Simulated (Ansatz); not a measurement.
Rigid cleavage in TiC

Level of theory: DFT PBE, scalar-relativistic, plane waves, PAW (Ansatz). The runs took a 420 eV cutoff, a Γ-centred 14×19×7 mesh and Gaussian smearing (0.15 eV). No spin polarisation. Energies are free energies at this smearing, counted from the undisturbed cell; pressure is positive in compression.

The undisturbed cell (relaxed at this level):

```yaml
crystal:
  lattice:
    - [4.33292, 0.00000, 0.00000]
    - [0.00000, 2.16646, -2.16646]
    - [0.00000, 6.49938, 6.49938]
  atoms:
    - { symbol: Ti, position: [0.00000, 0.00000, 0.24998] }
    - { symbol: Ti, position: [0.50000, 0.50000, 0.41665] }
    - { symbol: Ti, position: [0.00000, 0.00000, 0.58332] }
    - { symbol: Ti, position: [0.50000, 0.50000, 0.74998] }
    - { symbol: Ti, position: [0.00000, 0.00000, 0.91665] }
    - { symbol: Ti, position: [0.50000, 0.50000, 0.08332] }
    - { symbol: C, position: [0.50000, 0.00000, 0.24998] }
    - { symbol: C, position: [0.00000, 0.50000, 0.41665] }
    - { symbol: C, position: [0.50000, 0.00000, 0.58332] }
    - { symbol: C, position: [0.00000, 0.50000, 0.74998] }
    - { symbol: C, position: [0.50000, 0.00000, 0.91665] }
    - { symbol: C, position: [0.00000, 0.50000, 0.08332] }
```

The cut lies on the cell's a–b face, a (0 1 1) plane (indices in the standard cell, whose axes needn't be the Cartesian ones shown) of area 13.28 Å², between layers 1.53 Å apart. Vector c is lengthened by d along the normal with the atoms' Cartesian places fixed: one unrelaxed cut a cell. The cell is metallic on the mesh throughout.

```csv
d (Å),energy (J/m²),traction dE/dd (GPa)
0.00,0.00,0.0
0.50,1.73,51.1
1.00,4.15,42.2
3.00,7.60,3.6
```

Cost: 4 runs of about 14 core-minutes in all, on Arm Neoverse V1 (shared hosts).